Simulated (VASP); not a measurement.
# MnO (Fm-3m) in VASP: settings compared, part 3 of 4

VASP 6.6.1. The steps go on from the part before.

## (11) Single point, PBE, collinear spin, ferromagnetic start

The input, INCAR:

```
PREC = Accurate
ENCUT = 520
EDIFF = 1E-7
ISMEAR = -1
SIGMA = 0.05
LREAL = False
LASPH = True
NELM = 120
ALGO = Normal
ISIF = 2
LWAVE = False
LCHARG = True
ISPIN = 2
MAGMOM = 4 0
LORBIT = 11
LMAXMIX = 4
GGA = PE
LELF = True
LVHAR = True
NBANDS = 20
```

The input, KPOINTS:

```
regular mesh
0
Gamma
  10 10 10
```

The input, POSCAR:

```
MnO
1.0
    0.0000000000      2.2239077028      2.2239077028
    2.2239077028      0.0000000000      2.2239077028
    2.2239077028      2.2239077028      0.0000000000
Mn O
1 1
Direct
    0.0000000000      0.0000000000      0.0000000000
    0.5000000000      0.5000000000      0.5000000000
```

Potentials or basis: VASP PAW PBE potentials, release 64 (Mn_pv, O).

Run with:

```console
cat potpaw_PBE.64/Mn_pv/POTCAR potpaw_PBE.64/O/POTCAR > POTCAR
mpirun -np 1 vasp_std > vasp.out
```

OUTCAR:

```text
PREC = Accurate
   ENCUT = 520
   EDIFF = 1E-7
   ISMEAR = -1
   LREAL = False
   LASPH = True
   NELM = 120
   ISIF = 2
   ISPIN = 2
   LORBIT = 11
   GGA = PE

 ion  position               nearest neighbor table
   1  0.000  0.000  0.000-   2 2.22   2 2.22   2 2.22   2 2.22   2 2.22   2 2.22
   2  0.500  0.500  0.500-   1 2.22   1 2.22   1 2.22   1 2.22   1 2.22   1 2.22

  LATTYP: Found a face centered cubic cell.
 ALAT       =     4.4478154056

  Lattice vectors:

 A1 = (   0.0000000000,   2.2239077028,   2.2239077028)
 A2 = (   2.2239077028,   0.0000000000,   2.2239077028)
 A3 = (   2.2239077028,   2.2239077028,   0.0000000000)

Analysis of symmetry for initial positions (statically):
=====================================================================
 Subroutine PRICEL returns:
 Original cell was already a primitive cell.

 Routine SETGRP: Setting up the symmetry group for a
 face centered cubic supercell.

 Subroutine GETGRP returns: Found 48 space group operations
[... 1139 lines left out ...]
      4     -12.2829      1.00000
      5       4.1804      1.00000
      6       4.1804      1.00000
[... 909 lines left out ...]
     19      31.5885      0.00000
     20      33.6505      0.00000

 [... further k-points ...]

------------------------ aborting loop because EDIFF is reached ----------------------------------------

  FORCE on cell =-STRESS in cart. coord.  units (eV):
  Direction    XX          YY          ZZ          XY          YZ          ZX
  --------------------------------------------------------------------------------------
  -------------------------------------------------------------------------------------
  Total        0.0331459      0.0331459      0.0331459     -0.0000000     -0.0000000      0.0000000
  in kB        2.4141267      2.4141267      2.4141267     -0.0000000     -0.0000000      0.0000000
  external PRESSURE =       2.4141267 kB  Pullay stress =       0.0000000 kB

 VOLUME and BASIS-vectors are now :
 -----------------------------------------------------------------------------
  energy-cutoff  :      520.00
  volume of cell :       22.00
      direct lattice vectors                 reciprocal lattice vectors
     0.000000000  2.223907703  2.223907703    -0.224829474  0.224829474  0.224829474
     2.223907703  0.000000000  2.223907703     0.224829474 -0.224829474  0.224829474
     2.223907703  2.223907703  0.000000000     0.224829474  0.224829474 -0.224829474

 POSITION                                       TOTAL-FORCE (eV/Angst)
 -----------------------------------------------------------------------------------
      0.00000      0.00000      0.00000        -0.000000     -0.000000     -0.000000
      2.22391      2.22391      2.22391         0.000000      0.000000      0.000000
 -----------------------------------------------------------------------------------
    total drift:                                0.000000     -0.000000     -0.000000

  FREE ENERGIE OF THE ION-ELECTRON SYSTEM (eV)
  ---------------------------------------------------
  free  energy   TOTEN  =       -16.4062372376 eV

  energy  without entropy=      -16.3991120077  energy(sigma->0) =      -16.40267462

 total charge

# of ion       s       p       d       tot
------------------------------------------
    1        0.202   6.176   4.974  11.353
    2        1.561   3.416   0.000   4.976
--------------------------------------------------
tot          1.763   9.591   4.974  16.329

 magnetization (x)

# of ion       s       p       d       tot
------------------------------------------
    1        0.034   0.026   4.288   4.347
    2        0.030   0.175   0.000   0.205
--------------------------------------------------
tot          0.064   0.201   4.288   4.553
```

OSZICAR:

```text
N       E                     dE             d eps       ncg     rms          rms(c)
DAV:   1     0.171223469170E+03    0.17122E+03   -0.10431E+04  3792   0.112E+03
DAV:   2    -0.101369521865E+02   -0.18136E+03   -0.16872E+03  3876   0.329E+02
DAV:   3    -0.186613066524E+02   -0.85244E+01   -0.84255E+01  4256   0.767E+01
DAV:   4    -0.187252606073E+02   -0.63954E-01   -0.63938E-01  4280   0.686E+00
DAV:   5    -0.187258282663E+02   -0.56766E-03   -0.56765E-03  4232   0.646E-01    0.138E+01
DAV:   6    -0.167221159513E+02    0.20037E+01   -0.97402E+00  5108   0.343E+01    0.133E+01
DAV:   7    -0.164164812030E+02    0.30563E+00   -0.12815E+00  4308   0.162E+01    0.793E+00
DAV:   8    -0.164173137192E+02   -0.83252E-03   -0.11560E-01  4112   0.256E+00    0.471E+00
DAV:   9    -0.164037327311E+02    0.13581E-01   -0.41730E-02  3928   0.213E+00    0.122E+00
DAV:  10    -0.164054790623E+02   -0.17463E-02   -0.76693E-03  4104   0.100E+00    0.340E-01
DAV:  11    -0.164061280597E+02   -0.64900E-03   -0.11095E-03  4300   0.338E-01    0.132E-01
DAV:  12    -0.164062157304E+02   -0.87671E-04   -0.79829E-05  4220   0.112E-01    0.459E-02
DAV:  13    -0.164062302112E+02   -0.14481E-04   -0.16157E-05  4240   0.359E-02    0.291E-02
DAV:  14    -0.164062374550E+02   -0.72438E-05   -0.50954E-06  4132   0.182E-02    0.701E-03
DAV:  15    -0.164062372630E+02    0.19204E-06   -0.37565E-07  4300   0.549E-03    0.253E-03
DAV:  16    -0.164062372376E+02    0.25344E-07   -0.55450E-08  2244   0.191E-03
   1 F= -.16406237E+02 E0= -.16402675E+02  d E =-.712523E-02  mag=     4.7924
```

Wall time 23 s (1 thread of Intel Xeon Platinum 8488C (Sapphire Rapids), shared host); peak memory 0.16 GiB.

What came out:

| Property | Result |
| --- | --- |
| Free energy | -16.4062 eV |
| Pressure | 0.2 GPa |
| Band gap on the k mesh | none (metal or under the smearing width) |
| Net moment | 4.79 μB per cell |
| Site moments | Mn +4.35; O +0.20 μB |
| Valence electrons inside the program's atomic spheres | Mn 11.35; O 4.98 |

Caveat: a cell with one magnetic atom can't hold antiferromagnetic order, which such compounds often take; semilocal functionals often make such compounds metallic where correlation or magnetic order opens a gap, which also shifts bond lengths.

## (12) Single point, PBE, collinear spin, ferromagnetic start (atoms moved at random, drawn with an rms of 0.05 Å)

The input, INCAR:

```
SYSTEM = MnO
ALGO = Normal
EDIFF = 1E-7
ENCUT = 520
GGA = PE
ISIF = 2
ISMEAR = -1
ISPIN = 2
LASPH = .True.
LCHARG = .False.
LMAXMIX = 4
LORBIT = 11
LREAL = .False.
LWAVE = .False.
MAGMOM = 4 0
NBANDS = 20
NELM = 100
PREC = Accurate
SIGMA = 0.05
```

The input, KPOINTS:

```
k-points
0
Gamma
  10 10 10
  0 0 0
```

The input, POSCAR:

```
MnO
1.0
    0.0000000000      2.2239077028      2.2239077028
    2.2239077028      0.0000000000      2.2239077028
    2.2239077028      2.2239077028      0.0000000000
Mn O
1 1
Direct
   -0.0126510000     -0.0075210000      0.0171370000
    0.5049650000      0.5119520000      0.4910400000
```

Potentials or basis: VASP PAW PBE potentials, release 64 (Mn_pv, O).

Run with:

```console
cat potpaw_PBE.64/Mn_pv/POTCAR potpaw_PBE.64/O/POTCAR > POTCAR
mpirun -np 1 vasp_std > vasp.out
```

OUTCAR:

```text
SYSTEM = MnO
   EDIFF = 1E-7
   ENCUT = 520
   GGA = PE
   ISIF = 2
   ISMEAR = -1
   ISPIN = 2
   LASPH = .True.
   LORBIT = 11
   LREAL = .False.
   NELM = 100
   PREC = Accurate

 ion  position               nearest neighbor table
   1  0.987  0.992  0.017-   2 2.14   2 2.21   2 2.21   2 2.24   2 2.24   2 2.31
   2  0.505  0.512  0.491-   1 2.14   1 2.21   1 2.21   1 2.24   1 2.24   1 2.31

  LATTYP: Found a face centered cubic cell.
 ALAT       =     4.4478154056

  Lattice vectors:

 A1 = (   0.0000000000,   2.2239077028,   2.2239077028)
 A2 = (   2.2239077028,   0.0000000000,   2.2239077028)
 A3 = (   2.2239077028,   2.2239077028,   0.0000000000)

Analysis of symmetry for initial positions (statically):
=====================================================================
 Subroutine PRICEL returns:
 Original cell was already a primitive cell.

 Routine SETGRP: Setting up the symmetry group for a
 face centered cubic supercell.

 Subroutine GETGRP returns: Found  1 space group operations
 (whereof  1 operations were pure point group operations)
[... 2054 lines left out ...]
     19      30.4044      0.00000
     20      33.3293      0.00000

 [... further k-points ...]

------------------------ aborting loop because EDIFF is reached ----------------------------------------

  FORCE on cell =-STRESS in cart. coord.  units (eV):
  Direction    XX          YY          ZZ          XY          YZ          ZX
  --------------------------------------------------------------------------------------
  -------------------------------------------------------------------------------------
  Total        0.0635857      0.0669115      0.2285965     -0.0020428      0.0105025      0.0080886
  in kB        4.6311596      4.8733910     16.6494462     -0.1487866      0.7649317      0.5891180
  external PRESSURE =       8.7179989 kB  Pullay stress =       0.0000000 kB

 VOLUME and BASIS-vectors are now :
 -----------------------------------------------------------------------------
  energy-cutoff  :      520.00
  volume of cell :       22.00
      direct lattice vectors                 reciprocal lattice vectors
     0.000000000  2.223907703  2.223907703    -0.224829474  0.224829474  0.224829474
     2.223907703  0.000000000  2.223907703     0.224829474 -0.224829474  0.224829474
     2.223907703  2.223907703  0.000000000     0.224829474  0.224829474 -0.224829474

 POSITION                                       TOTAL-FORCE (eV/Angst)
 -----------------------------------------------------------------------------------
      2.24529      2.23388      4.40295        -0.050016     -0.063579      0.305451
      2.23056      2.21502      2.26153         0.050016      0.063579     -0.305451
 -----------------------------------------------------------------------------------
    total drift:                               -0.000782      0.000011      0.000094

  FREE ENERGIE OF THE ION-ELECTRON SYSTEM (eV)
  ---------------------------------------------------
  free  energy   TOTEN  =       -16.3929043131 eV

  energy  without entropy=      -16.3859431270  energy(sigma->0) =      -16.38942372

 total charge

# of ion       s       p       d       tot
------------------------------------------
    1        0.204   6.178   4.976  11.357
    2        1.561   3.417   0.000   4.978
--------------------------------------------------
tot          1.764   9.595   4.976  16.335

 magnetization (x)

# of ion       s       p       d       tot
------------------------------------------
    1        0.034   0.027   4.288   4.348
    2        0.030   0.177   0.000   0.207
--------------------------------------------------
tot          0.064   0.203   4.288   4.555
```

OSZICAR:

```text
N       E                     dE             d eps       ncg     rms          rms(c)
DAV:   1     0.168936601544E+03    0.16894E+03   -0.10236E+04 40452   0.114E+03
DAV:   2    -0.102281177484E+02   -0.17916E+03   -0.16683E+03 41592   0.326E+02
DAV:   3    -0.186554593352E+02   -0.84273E+01   -0.83364E+01 45268   0.764E+01
DAV:   4    -0.187172364026E+02   -0.61777E-01   -0.61762E-01 46308   0.676E+00
DAV:   5    -0.187177793604E+02   -0.54296E-03   -0.54295E-03 45236   0.634E-01    0.139E+01
DAV:   6    -0.167091208599E+02    0.20087E+01   -0.98422E+00 55828   0.345E+01    0.134E+01
DAV:   7    -0.164031063595E+02    0.30601E+00   -0.12931E+00 45700   0.163E+01    0.799E+00
DAV:   8    -0.164038363358E+02   -0.72998E-03   -0.11641E-01 44984   0.258E+00    0.472E+00
DAV:   9    -0.163906878547E+02    0.13148E-01   -0.41056E-02 41812   0.211E+00    0.117E+00
DAV:  10    -0.163921461179E+02   -0.14583E-02   -0.74619E-03 44252   0.988E-01    0.343E-01
DAV:  11    -0.163927883583E+02   -0.64224E-03   -0.10908E-03 46448   0.339E-01    0.135E-01
DAV:  12    -0.163928843420E+02   -0.95984E-04   -0.80394E-05 45796   0.115E-01    0.436E-02
DAV:  13    -0.163928978160E+02   -0.13474E-04   -0.15906E-05 46296   0.353E-02    0.280E-02
DAV:  14    -0.163929044599E+02   -0.66439E-05   -0.48290E-06 44928   0.176E-02    0.682E-03
DAV:  15    -0.163929042928E+02    0.16706E-06   -0.38655E-07 46848   0.562E-03    0.240E-03
DAV:  16    -0.163929043131E+02   -0.20276E-07   -0.60878E-08 25396   0.212E-03
   1 F= -.16392904E+02 E0= -.16389424E+02  d E =-.696119E-02  mag=     4.7971
```

stdout:

```text
POSCAR found type information on POSCAR MnO
 POSCAR found :  2 types and       2 ions
 scaLAPACK will be used
 LDA part: xc-table for (Slater+PW92), standard interpolation
 POSCAR, INCAR and KPOINTS ok, starting setup
 FFT: planning ... GRIDC
 FFT: planning ... GRID_SOFT
 FFT: planning ... GRID
 WAVECAR not read
 entering main loop
```

Wall time 3.9 min (1 thread of Intel Xeon Platinum 8488C (Sapphire Rapids), shared host); peak memory 0.41 GiB.

Results:

```yaml
Free_energy: -16.3929 eV
Pressure: 0.9 GPa
Largest_force: 0.316 eV/Å
Band_gap_on_the_k_mesh: none (metal or under the smearing width)
Net_moment: 4.80 μB per cell
Site_moments: Mn +4.35; O +0.21 μB
Valence_electrons_inside_the_program's_atomic_spheres: Mn 11.36; O 4.98
```

Forces on the atoms (eV/Å):
```
Mn  -0.050 -0.064  0.305
O    0.050  0.064 -0.305
```

Caveat: a cell with one magnetic atom can't hold antiferromagnetic order, which such compounds often take; semilocal functionals often make such compounds metallic where correlation or magnetic order opens a gap, which also shifts bond lengths.

## (13) Equation of state, PBE, collinear spin, ferromagnetic start, 10.34 Å³/atom (volume scaled by 0.94)

INCAR: that of step 12 with these lines changed.

```diff
@@ -16,3 +16,3 @@
 NBANDS = 20
-NELM = 100
+NELM = 120
 PREC = Accurate
```

KPOINTS is that of step 12.

The input, POSCAR:

```
MnO
1.0
    0.0000000000      2.1785090927      2.1785090927
    2.1785090927      0.0000000000      2.1785090927
    2.1785090927      2.1785090927      0.0000000000
Mn O
1 1
Direct
    0.0000000000      0.0000000000      0.0000000000
    0.5000000000      0.5000000000      0.5000000000
```

Run with:

```console
cat potpaw_PBE.64/Mn_pv/POTCAR potpaw_PBE.64/O/POTCAR > POTCAR
mpirun -np 1 vasp_std > vasp.out
```

Wall time 29 s (1 thread of Intel Xeon Platinum 8488C (Sapphire Rapids), shared host); peak memory 0.16 GiB.

Results (log left out):

| Property | Result |
| --- | --- |
| Free energy | -16.3751 eV |
| Pressure | 6.9 GPa |
| Band gap on the k mesh | none (metal or under the smearing width) |
| Net moment | 4.58 μB per cell |
| Site moments | Mn +4.18; O +0.19 μB |
| Valence electrons inside the program's atomic spheres | Mn 11.42; O 5.00 |

Caveat: a cell with one magnetic atom can't hold antiferromagnetic order, which such compounds often take; semilocal functionals often make such compounds metallic where correlation or magnetic order opens a gap, which also shifts bond lengths.

## (14) Equation of state, PBE, collinear spin, ferromagnetic start, 10.56 Å³/atom (volume scaled by 0.96)

The input, INCAR:

```
  PREC = Accurate
  ENCUT = 520
  EDIFF = 1E-7
  ISMEAR = -1
  SIGMA = 0.05
  LREAL = F
  LASPH = T
  NELM = 100
  ALGO = Normal
  ISIF = 2
  LWAVE = F
  LCHARG = F
  ISPIN = 2
  MAGMOM = 4 0
  LORBIT = 11
  LMAXMIX = 4
  GGA = PE
  NBANDS = 20
```

The input, KPOINTS:

```
Automatic mesh
0
Gamma
  10 10 10
```

The input, POSCAR:

```
MnO
1.0
    0.0000000000      2.1938512115      2.1938512115
    2.1938512115      0.0000000000      2.1938512115
    2.1938512115      2.1938512115      0.0000000000
Mn O
1 1
Direct
    0.0000000000      0.0000000000      0.0000000000
    0.5000000000      0.5000000000      0.5000000000
```

Run with:

```console
cat potpaw_PBE.64/Mn_pv/POTCAR potpaw_PBE.64/O/POTCAR > POTCAR
mpirun -np 1 vasp_std > vasp.out
```

It took 29 s on 1 thread of Intel Xeon Platinum 8488C (Sapphire Rapids), shared host; peak memory 0.16 GiB.

It converged, with:

```yaml
Free_energy: -16.3912 eV
Pressure: 4.4 GPa
Band_gap_on_the_k_mesh: none (metal or under the smearing width)
Net_moment: 4.65 μB per cell
Site_moments: Mn +4.24; O +0.19 μB
Valence_electrons_inside_the_program's_atomic_spheres: Mn 11.40; O 4.99
```

Caveat: a cell with one magnetic atom can't hold antiferromagnetic order, which such compounds often take; semilocal functionals often make such compounds metallic where correlation or magnetic order opens a gap, which also shifts bond lengths.

## (15) Equation of state, PBE, collinear spin, ferromagnetic start, 10.78 Å³/atom (volume scaled by 0.98)

The input, INCAR:

```
SYSTEM = MnO
ALGO = Normal ; EDIFF = 1E-7
ENCUT = 520 ; GGA = PE
ISIF = 2 ; ISMEAR = -1
ISPIN = 2 ; LASPH = .True.
LCHARG = .False. ; LMAXMIX = 4
LORBIT = 11 ; LREAL = .False.
LWAVE = .False. ; MAGMOM = 4 0
NBANDS = 20 ; NELM = 100
PREC = Accurate ; SIGMA = 0.05
```

The input, KPOINTS:

```
k-points
0
Gamma
  10 10 10
  0 0 0
```

The input, POSCAR:

```
MnO
1.0
    0.0000000000      2.2089816980      2.2089816980
    2.2089816980      0.0000000000      2.2089816980
    2.2089816980      2.2089816980      0.0000000000
Mn O
1 1
Direct
    0.0000000000      0.0000000000      0.0000000000
    0.5000000000      0.5000000000      0.5000000000
```

Potentials or basis: VASP PAW PBE potentials, release 64 (Mn_pv, O).

Run with:

```console
cat potpaw_PBE.64/Mn_pv/POTCAR potpaw_PBE.64/O/POTCAR > POTCAR
mpirun -np 1 vasp_std > vasp.out
```

It took 27 s on 1 thread of Intel Xeon Platinum 8488C (Sapphire Rapids), shared host; peak memory 0.16 GiB.

It converged, with:

```yaml
Free_energy: -16.4015 eV
Pressure: 2.6 GPa
Band_gap_on_the_k_mesh: none (metal or under the smearing width)
Net_moment: 4.74 μB per cell
Site_moments: Mn +4.31; O +0.20 μB
Valence_electrons_inside_the_program's_atomic_spheres: Mn 11.37; O 4.98
```

Caveat: a cell with one magnetic atom can't hold antiferromagnetic order, which such compounds often take; semilocal functionals often make such compounds metallic where correlation or magnetic order opens a gap, which also shifts bond lengths.

## (16) Equation of state, PBE, collinear spin, ferromagnetic start, 11.22 Å³/atom (volume scaled by 1.02)

The input, INCAR:

```
SYSTEM = MnO
PREC     = Accurate       ! precision mode
ENCUT    = 520            ! plane-wave cutoff, eV
EDIFF    = 1E-7           ! SCF threshold, eV
ISMEAR   = -1             ! smearing method
SIGMA    = 0.05           ! smearing width, eV
LREAL    = .False.        ! projectors in reciprocal space
LASPH    = .True.         ! aspherical terms in the spheres
NELM     = 150            ! most SCF steps
ALGO     = Normal         ! electronic algorithm
ISIF     = 2              ! what is computed and relaxed
LWAVE    = .False.        ! write WAVECAR
LCHARG   = .False.        ! write CHGCAR
ISPIN    = 2              ! spin polarisation
MAGMOM   = 4 0            ! initial moments
LORBIT   = 11             ! projections on sites
LMAXMIX  = 4              ! l up to which the mixer works
GGA      = PE             ! functional
NBANDS   = 20             ! bands
```

The input, KPOINTS:

```
Automatic mesh
0
Gamma
  10 10 10
  0 0 0
```

The input, POSCAR:

```
MnO
1.0
    0.0000000000      2.2386359976      2.2386359976
    2.2386359976      0.0000000000      2.2386359976
    2.2386359976      2.2386359976      0.0000000000
Mn O
1 1
Direct
    0.0000000000      0.0000000000      0.0000000000
    0.5000000000      0.5000000000      0.5000000000
```

Run with:

```console
cat potpaw_PBE.64/Mn_pv/POTCAR potpaw_PBE.64/O/POTCAR > POTCAR
mpirun -np 1 vasp_std > vasp.out
```

It took 26 s on 1 thread of Intel Xeon Platinum 8488C (Sapphire Rapids), shared host; peak memory 0.16 GiB.

Results (log left out):

| Quantity | Value |
| --- | --- |
| Free energy | -16.4038 eV |
| Pressure | -2.4 GPa |
| Band gap on the k mesh | none (metal or under the smearing width) |
| Net moment | 4.81 μB per cell |
| Site moments | Mn +4.37; O +0.20 μB |
| Valence electrons inside the program's atomic spheres | Mn 11.33; O 4.97 |

Caveat: a cell with one magnetic atom can't hold antiferromagnetic order, which such compounds often take; semilocal functionals often make such compounds metallic where correlation or magnetic order opens a gap, which also shifts bond lengths.

(Continued in part 4 of 4.)
